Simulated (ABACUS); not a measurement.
# ZrO2 (Fm-3m) in ABACUS: further runs

Runs on ZrO2. Level: PBE. Tasks: equation of state.

Program: ABACUS 3.10.1. These are calculated values, not measurements. Logs are shortened: lines on timing, memory, paths and dates and some standing lists are left out, and cuts for length are marked.

**1. The crystal as given**

It takes space group Fm-3m (No. 225, cubic). Conventional cell: a = 5.090 Å, b = 5.090 Å, c = 5.090 Å, α = 90.00°, β = 90.00°, γ = 90.00°. Zr (site symmetry m-3m) has 8 O at 2.20 Å as nearest neighbours. O (site symmetry -43m) has 4 Zr at 2.20 Å as nearest neighbours.

Measurements of this composition are mostly on another form, of space group No. 14.

**2. Equation of state, PBE, 10.33 Å³/atom (volume scaled by 0.94)**

Input file INPUT:

```
INPUT_PARAMETERS
suffix              ZrO2
calculation         scf
basis_type          lcao
pseudo_dir          ./
orbital_dir         ./
symmetry            1
dft_functional      pbe
ecutwfc             100
pseudo_rcut         10
nspin               1
nbands              16
ks_solver           genelpa
smearing_method     fd
smearing_sigma      0.00367493
scf_thr             1e-07
scf_nmax            100
mixing_type         broyden
mixing_beta         0.7
cal_force           1
cal_stress          1
out_mul             1
```

Input file STRU:

```
ATOMIC_SPECIES
Zr 91.2240 Zr.upf
O 15.9990 O.upf

NUMERICAL_ORBITAL
Zr_confined-atom_8au_3s2p2d1f.orb
O_confined-atom_6au_2s2p1d.orb

LATTICE_CONSTANT
1.8897261246

LATTICE_VECTORS
0.0000000000 2.4931178683 2.4931178683
2.4931178683 0.0000000000 2.4931178683
2.4931178683 2.4931178683 0.0000000000

ATOMIC_POSITIONS
Direct

Zr
0.0
1
0.0000000000 0.0000000000 0.0000000000 1 1 1

O
0.0
2
0.7500000000 0.7500000000 0.7500000000 1 1 1
0.2500000000 0.2500000000 0.2500000000 1 1 1
```

Input file KPT:

```
K_POINTS
0
Gamma
9 9 9 0 0 0
```

Potentials or basis: PseudoDojo NC SR 0.4.1 PBE standard, DZP LCAO (the cutoffs set its grid).

Launch:

```console
$ OMP_NUM_THREADS=1 mpirun -np 4 abacus > log
```

running log:

```text
ABACUS v3.10.1

               Atomic-orbital Based Ab-initio Computation at UStc

 ------------------------------------------------------------------------------------

 READING GENERAL INFORMATION
                           global_out_dir = OUT.ZrO2/
                           global_in_card = INPUT
                               pseudo_dir = ./
[... 8 lines left out ...]

 READING ATOM TYPE 1
                               atom label = Zr
                      L=0, number of zeta = 3
                      L=1, number of zeta = 2
                      L=2, number of zeta = 2
                      L=3, number of zeta = 1
             number of atom for this type = 1

 READING ATOM TYPE 2
                               atom label = O
                      L=0, number of zeta = 2
                      L=1, number of zeta = 2
                      L=2, number of zeta = 1
             number of atom for this type = 2

                        TOTAL ATOM NUMBER = 3
DIRECT COORDINATES
    atom                   x                   y                   z     mag                  vx                  vy                  vz
taud_Zr1            0.0000000000        0.0000000000        0.0000000000  0.0000        0.0000000000        0.0000000000        0.0000000000
taud_O1            0.7500000000        0.7500000000        0.7500000000  0.0000        0.0000000000        0.0000000000        0.0000000000
taud_O2            0.2500000000        0.2500000000        0.2500000000  0.0000        0.0000000000        0.0000000000        0.0000000000

                          Volume (Bohr^3) = 209.149
                             Volume (A^3) = 30.9926

 Lattice vectors: (Cartesian coordinate: in unit of a_0)
                   +0            +2.49312            +2.49312
             +2.49312                  +0            +2.49312
             +2.49312            +2.49312                  +0
 Reciprocal vectors: (Cartesian coordinate: in unit of 2 pi/a_0)
            -0.200552           +0.200552           +0.200552
            +0.200552           -0.200552           +0.200552
            +0.200552           +0.200552           -0.200552
 The esolver type has been set to : ksdft_lcao

                PAO radial cut off (Bohr) = 10

 Read in pseudopotential file is Zr.upf
                     pseudopotential type = NC
          exchange-correlation functional = PBE
                 nonlocal core correction = 1
                        valence electrons = 12
                                     lmax = 2
                           number of zeta = 4
                     number of projectors = 6
                           L of projector = 0
[... 5 lines left out ...]
                PAO radial cut off (Bohr) = 10

 Read in pseudopotential file is O.upf
                     pseudopotential type = NC
          exchange-correlation functional = PBE
                 nonlocal core correction = 1
                        valence electrons = 6
                                     lmax = 2
                           number of zeta = 2
                     number of projectors = 5
                           L of projector = 0
                           L of projector = 0
                           L of projector = 1
                           L of projector = 1
                           L of projector = 2
     initial pseudo atomic orbital number = 18

 SETUP THE ELECTRONS NUMBER
            electron number of element Zr = 12
      total electron number of element Zr = 12
             electron number of element O = 6
       total electron number of element O = 12
            AUTOSET number of electrons:  = 24
                           occupied bands = 12
                                   NLOCAL = 52
                                   NBANDS = 16
                                   NBANDS = 16
                                   NLOCAL = 52

%%%%%%%%%%%%%%%%%%%%%%%%%%%%%%%%%%%%%%%%%%%%%%%%%%%%%%%%%%%%%%%%%%%%%%%%%%%%%%%%%%%%%%%%%%%%%%%%%%%%%%%%%%
 Warning: the number of valence electrons in pseudopotential > 4 for Zr: [Kr] 4d2 5s2
 Pseudopotentials with additional electrons can yield (more) accurate outcomes, but may be less efficient.
 If you're confident that your chosen pseudopotential is appropriate, you can safely ignore this warning.
%%%%%%%%%%%%%%%%%%%%%%%%%%%%%%%%%%%%%%%%%%%%%%%%%%%%%%%%%%%%%%%%%%%%%%%%%%%%%%%%%%%%%%%%%%%%%%%%%%%%%%%%%%

 SETUP THE PLANE WAVE BASIS
 energy cutoff for charge/potential (unit:Ry) = 400
            fft grid for charge/potential = [ 45, 45, 45 ]
                        fft grid division = [ 3, 3, 3 ]
        big fft grid for charge/potential = [ 15, 15, 15 ]
                                     nbxx = 900
                                     nrxx = 24300

 SETUP PLANE WAVES FOR CHARGE/POTENTIAL
                    number of plane waves = 28325
[... 54 lines left out ...]
                       right hand lattice = 1
(for reciprocal lattice: )
[... 8 lines left out ...]
                       right hand lattice = 1
                        ROTATION MATRICES = 48
                               nkstot_ibz = 35
K-POINTS REDUCTION ACCORDING TO SYMMETRY
     IBZ    DIRECT_X    DIRECT_Y    DIRECT_Z  WEIGHT  ibz2bz
       1  0.00000000  0.00000000  0.00000000  0.0014       0
       2  0.11111111  0.11111111  0.11111111  0.0110       1
       3  0.22222222  0.22222222  0.22222222  0.0110       2
       4  0.33333333  0.33333333  0.33333333  0.0110       3
       5  0.44444444  0.44444444  0.44444444  0.0110       4
       6  0.11111111  0.11111111  0.00000000  0.0082      10
[... 22 lines left out ...]
      29  0.44444444  0.33333333  0.11111111  0.0329     112
      30 -0.44444444  0.44444444  0.22222222  0.0658     113
[... 5 further k points ...]

                               nkstot now = 35
[... K-POINTS DIRECT COORDINATES: 35 rows ...]

           k-point number in this process = 35
       minimum distributed K point number = 35
[... stars of the k points ...]

[... K-POINTS CARTESIAN COORDINATES: 35 rows ...]

[... K-POINTS DIRECT COORDINATES: 35 rows ...]

 SETUP PLANE WAVES FOR WAVE FUNCTIONS
     energy cutoff for wavefunc (unit:Ry) = 100
              fft grid for wave functions = [ 45, 45, 45 ]
                    number of plane waves = 4645
                         number of sticks = 367

 PARALLEL PW FOR WAVE FUNCTIONS
     PROC   COLUMNS(POT)             PW
        1             91           1161
        2             92           1161
        3             92           1161
        4             92           1162
 --------------- sum -------------------
        4            367           4645

 SET NONLOCAL PSEUDOPOTENTIAL PROJECTORS
 SET NONLOCAL PSEUDOPOTENTIAL PROJECTORS
 max number of nonlocal projetors among all species is 6

 -------------------------------------------
 SELF-CONSISTENT
 -------------------------------------------

 SETUP SEARCHING RADIUS FOR PROGRAM TO SEARCH ADJACENT ATOMS
                  longest orb rcut (Bohr) = 8
   longest nonlocal projector rcut (Bohr) = 1.58
                     search radius (Bohr) = 19.2
              searching radius is (Bohr)) = 19.2
         searching radius unit is (Bohr)) = 1.89
                         PeriodicBoundary = 1
                        Radius(unit:lat0) = 10.1
                                   glayer = [ 5, 5, 5 ]
                             glayer_minus = [ 4, 4, 4 ]

Find the coordinate range of the input atom(unit:lat0).
                                  min_tau = [ -19.9, -19.9, -19.9 ]
                                  max_tau = [ 23.7, 23.7, 23.7 ]
                                BoxNumber = [ 9, 9, 9 ]

 SETUP EXTENDED REAL SPACE GRID FOR GRID INTEGRATION
                          real space grid = [ 45, 45, 45 ]
                 big cell numbers in grid = [ 15, 15, 15 ]
             meshcell numbers in big cell = [ 3, 3, 3 ]
                        extended fft grid = [ 23, 23, 23 ]
                dimension of extened grid = [ 62, 62, 62 ]
                            UnitCellTotal = 125
              Atom number in sub-FFT-grid = 3
    Local orbitals number in sub-FFT-grid = 52
                                ParaV.nnr = 45216
                                 init_chg = atomic

 LCAO ALGORITHM --------------- ION=   1  ELEC=   1--------------------------------

 Density error is 0.159073408962
----------------------------------------------------------
     Energy           Rydberg                 eV
----------------------------------------------------------
 E_KohnSham     -167.3302352840      -2276.6446475424
 E_Harris       -164.2959158164      -2235.3606132309
 E_Fermi        0.9404673381         12.7957145805
----------------------------------------------------------
[... 91 lines left out ...]
 Density error is 7.28118084671e-08
----------------------------------------------------------
     Energy           Rydberg                 eV
----------------------------------------------------------
 E_KohnSham     -167.7819659142      -2282.7907580748
 E_KS(sigma->0) -167.7819659142      -2282.7907580748
 E_Harris       -167.7819668654      -2282.7907710161
 E_band         -2.5795492589        -35.0965681932
 E_one_elec     -18.6433177590       -253.6553511470
 E_Hartree      25.9005700470        352.3953340869
 E_xc           -37.1000310048       -504.7718176413
 E_Ewald        -137.9391871974      -1876.7589233734
 E_entropy(-TS) -0.0000000000        -0.0000000000
 E_descf        0.0000000000         0.0000000000
 E_exx          0.0000000000         0.0000000000
 E_Fermi        1.0538374366         14.3381939037
----------------------------------------------------------

 charge density convergence is achieved
 final etot is -2282.7907581 eV
 EFERMI = 14.338193904 eV

 STATE ENERGY(eV) AND OCCUPATIONS    NSPIN == 1
 1/35 kpoint (Cartesian) = 0.0000 0.0000 0.0000 (886 pws)
       1       -34.6410     0.00274348
       2       -12.4621     0.00274348
       3       -12.4621     0.00274348
       4       -12.4621     0.00274348
       5       -5.16386     0.00274348
       6       -2.36708     0.00274348
[... 8 lines left out ...]
      15        20.6797    2.27209e-58
      16        23.3269    2.30694e-81
[... 76 lines left out ...]
       3       -12.4887      0.0164609
       4       -12.4887      0.0164609
       5       -4.88309      0.0164609
       6       -2.56798      0.0164609
[... 8 lines left out ...]
      15        21.2284    2.33727e-62
      16        22.8317    2.77396e-76

[... levels at 29 further k points ...]

 correction force for each atom along direction 1 is -1.07645e-14
 correction force for each atom along direction 2 is -2.86380e-14
 correction force for each atom along direction 3 is 2.79471e-14
------------------------------------------------------------------------------------------
 TOTAL-FORCE (eV/Angstrom)
------------------------------------------------------------------------------------------
                       Zr1         0.0000000000         0.0000000000         0.0000000000
                        O1         0.0000000000         0.0000000000         0.0000000000
                        O2         0.0000000000         0.0000000000         0.0000000000
------------------------------------------------------------------------------------------

----------------------------------------------------------------
 TOTAL-STRESS (KBAR)
----------------------------------------------------------------
       217.1354498056        -0.0000000000        -0.0000000000
        -0.0000000000       217.1354498056         0.0000000000
        -0.0000000000         0.0000000000       217.1354498056
----------------------------------------------------------------
 TOTAL-PRESSURE: 217.135450 KBAR

 --------------------------------------------
 !FINAL_ETOT_IS -2282.7907580748415057 eV
 --------------------------------------------
```

Run time: 7.9 s. Hardware: 4 MPI ranks of AMD EPYC 9B14 (Zen 4), shared host; peak memory 0.44 GiB.

Results:

```yaml
Free_energy: -2282.7908 eV
Pressure: 21.7 GPa
Band_gap_on_the_k_mesh: 3.54 eV, indirect (least direct gap 4.03 eV)
Mulliken_charges: Zr +1.03; O -0.51 e
```

Caveat: the atomic orbitals were generated for these runs and aren't a published set; Mulliken charges move with the basis; an odd mesh through Γ misses points on the zone boundary, where band edges often lie; the basis of atomic orbitals isn't converged, which shifts pressures, moduli and gaps.

**3. Equation of state, PBE, 10.55 Å³/atom (volume scaled by 0.96)**

INPUT is that of step 2.

STRU: that of step 2 with these lines changed.

```diff
@@ -12,5 +12,5 @@
 LATTICE_VECTORS
-0.0000000000 2.4931178683 2.4931178683
-2.4931178683 0.0000000000 2.4931178683
-2.4931178683 2.4931178683 0.0000000000
+0.0000000000 2.5106756148 2.5106756148
+2.5106756148 0.0000000000 2.5106756148
+2.5106756148 2.5106756148 0.0000000000
```

KPT is that of step 2.

Potentials or basis: PseudoDojo NC SR 0.4.1 PBE standard, DZP LCAO (the cutoffs set its grid).

Launch:

```console
$ OMP_NUM_THREADS=1 mpirun -np 4 abacus > log
```

Wall time 10 s (4 MPI ranks of AMD EPYC 9B14 (Zen 4), shared host); peak memory 0.44 GiB.

It converged, with:

- Free energy: -2282.8666 eV
- Pressure: 15.2 GPa
- Band gap on the k mesh: 3.48 eV, indirect (least direct gap 3.96 eV)
- Mulliken charges: Zr +1.05; O -0.53 e

Caveat: the atomic orbitals were generated for these runs and aren't a published set; Mulliken charges move with the basis; an odd mesh through Γ misses points on the zone boundary, where band edges often lie; the basis of atomic orbitals isn't converged, which shifts pressures, moduli and gaps.

**4. Equation of state, PBE, 10.77 Å³/atom (volume scaled by 0.98)**

INPUT is that of step 3.

STRU: that of step 3 with these lines changed.

```diff
@@ -12,5 +12,5 @@
 LATTICE_VECTORS
-0.0000000000 2.5106756148 2.5106756148
-2.5106756148 0.0000000000 2.5106756148
-2.5106756148 2.5106756148 0.0000000000
+0.0000000000 2.5279911663 2.5279911663
+2.5279911663 0.0000000000 2.5279911663
+2.5279911663 2.5279911663 0.0000000000
```

KPT is that of step 3.

Launch:

```console
$ OMP_NUM_THREADS=1 mpirun -np 4 abacus > log
```

Wall time 7.4 s (4 MPI ranks of AMD EPYC 9B14 (Zen 4), shared host); peak memory 0.44 GiB.

The run converged. Its results:

| Property | Result |
| --- | --- |
| Free energy | -2282.9169 eV |
| Pressure | 9.3 GPa |
| Band gap on the k mesh | 3.42 eV, indirect (least direct gap 3.90 eV) |
| Mulliken charges | Zr +1.08; O -0.54 e |

Caveat: the atomic orbitals were generated for these runs and aren't a published set; Mulliken charges move with the basis; an odd mesh through Γ misses points on the zone boundary, where band edges often lie; the basis of atomic orbitals isn't converged, which shifts pressures, moduli and gaps.

**5. Equation of state, PBE, 10.99 Å³/atom**

INPUT is that of step 4.

STRU: that of step 4 with these lines changed.

```diff
@@ -12,5 +12,5 @@
 LATTICE_VECTORS
-0.0000000000 2.5279911663 2.5279911663
-2.5279911663 0.0000000000 2.5279911663
-2.5279911663 2.5279911663 0.0000000000
+0.0000000000 2.5450727058 2.5450727058
+2.5450727058 0.0000000000 2.5450727058
+2.5450727058 2.5450727058 0.0000000000
```

KPT is that of step 4.

Launch:

```console
$ OMP_NUM_THREADS=1 mpirun -np 4 abacus > log
```

Run time: 7.2 s. Hardware: 4 MPI ranks of AMD EPYC 9B14 (Zen 4), shared host; peak memory 0.44 GiB.

The run converged. Its results:

```yaml
Free_energy: -2282.9443 eV
Pressure: 4.1 GPa
Band_gap_on_the_k_mesh: 3.36 eV, indirect (least direct gap 3.84 eV)
Mulliken_charges: Zr +1.11; O -0.56 e
```

Caveat: the atomic orbitals were generated for these runs and aren't a published set; Mulliken charges move with the basis; an odd mesh through Γ misses points on the zone boundary, where band edges often lie; the basis of atomic orbitals isn't converged, which shifts pressures, moduli and gaps.

**6. Equation of state, PBE, 11.21 Å³/atom (volume scaled by 1.02)**

INPUT is that of step 5.

STRU: that of step 5 with these lines changed.

```diff
@@ -12,5 +12,5 @@
 LATTICE_VECTORS
-0.0000000000 2.5450727058 2.5450727058
-2.5450727058 0.0000000000 2.5450727058
-2.5450727058 2.5450727058 0.0000000000
+0.0000000000 2.5619279831 2.5619279831
+2.5619279831 0.0000000000 2.5619279831
+2.5619279831 2.5619279831 0.0000000000
```

KPT is that of step 5.

Potentials or basis: PseudoDojo NC SR 0.4.1 PBE standard, DZP LCAO (the cutoffs set its grid).

Launch:

```console
$ OMP_NUM_THREADS=1 mpirun -np 4 abacus > log
```

Run time: 7.1 s. Hardware: 4 MPI ranks of AMD EPYC 9B14 (Zen 4), shared host; peak memory 0.44 GiB.

Results (log left out):

```yaml
Free_energy: -2282.9510 eV
Pressure: -0.7 GPa
Band_gap_on_the_k_mesh: 3.30 eV, indirect (least direct gap 3.77 eV)
Mulliken_charges: Zr +1.14; O -0.57 e
```

Caveat: the atomic orbitals were generated for these runs and aren't a published set; Mulliken charges move with the basis; an odd mesh through Γ misses points on the zone boundary, where band edges often lie; the basis of atomic orbitals isn't converged, which shifts pressures, moduli and gaps.

**7. Equation of state, PBE, 11.43 Å³/atom (volume scaled by 1.04)**

INPUT is that of step 6.

STRU: that of step 6 with these lines changed.

```diff
@@ -12,5 +12,5 @@
 LATTICE_VECTORS
-0.0000000000 2.5619279831 2.5619279831
-2.5619279831 0.0000000000 2.5619279831
-2.5619279831 2.5619279831 0.0000000000
+0.0000000000 2.5785643453 2.5785643453
+2.5785643453 0.0000000000 2.5785643453
+2.5785643453 2.5785643453 0.0000000000
```

KPT is that of step 6.

Launch:

```console
$ OMP_NUM_THREADS=1 mpirun -np 4 abacus > log
```

It took 6.9 s on 4 MPI ranks of AMD EPYC 9B14 (Zen 4), shared host; peak memory 0.44 GiB.

Results (log left out):

- Free energy: -2282.9391 eV
- Pressure: -5.0 GPa
- Band gap on the k mesh: 3.25 eV, indirect (least direct gap 3.71 eV)
- Mulliken charges: Zr +1.17; O -0.59 e

Caveat: the atomic orbitals were generated for these runs and aren't a published set; Mulliken charges move with the basis; an odd mesh through Γ misses points on the zone boundary, where band edges often lie; the basis of atomic orbitals isn't converged, which shifts pressures, moduli and gaps.

**8. Equation of state, PBE, 11.65 Å³/atom (volume scaled by 1.06)**

INPUT is that of step 7.

STRU: that of step 7 with these lines changed.

```diff
@@ -12,5 +12,5 @@
 LATTICE_VECTORS
-0.0000000000 2.5785643453 2.5785643453
-2.5785643453 0.0000000000 2.5785643453
-2.5785643453 2.5785643453 0.0000000000
+0.0000000000 2.5949887648 2.5949887648
+2.5949887648 0.0000000000 2.5949887648
+2.5949887648 2.5949887648 0.0000000000
```

KPT is that of step 7.

Launch:

```console
$ OMP_NUM_THREADS=1 mpirun -np 4 abacus > log
```

It took 6.9 s on 4 MPI ranks of AMD EPYC 9B14 (Zen 4), shared host; peak memory 0.44 GiB.

The run converged. Its results:

| Item | Value |
| --- | --- |
| Free energy | -2282.9104 eV |
| Pressure | -8.9 GPa |
| Band gap on the k mesh | 3.19 eV, indirect (least direct gap 3.65 eV) |
| Mulliken charges | Zr +1.20; O -0.60 e |

Caveat: the atomic orbitals were generated for these runs and aren't a published set; Mulliken charges move with the basis; an odd mesh through Γ misses points on the zone boundary, where band edges often lie; the basis of atomic orbitals isn't converged, which shifts pressures, moduli and gaps.

**9. Equation of state, PBE**

Potentials or basis: PseudoDojo NC SR 0.4.1 PBE standard, DZP LCAO (the cutoffs set its grid).

No new run: the results of the series are fitted here.

What came out:

```yaml
Equilibrium_volume: 11.18 Å³/atom
Bulk_modulus: 234 GPa
Pressure_derivative_of_the_bulk_modulus: 4.3
```

Energy against volume, from the lowest point:
```tsv
volume (Å³/atom)	energy (meV/atom)
10.331	53.42
10.551	28.15
10.770	11.37
10.990	2.23
11.210	0.00
11.430	3.97
11.650	13.53
```

Caveat: the atomic orbitals were generated for these runs and aren't a published set; the basis of atomic orbitals isn't converged, which shifts pressures, moduli and gaps.
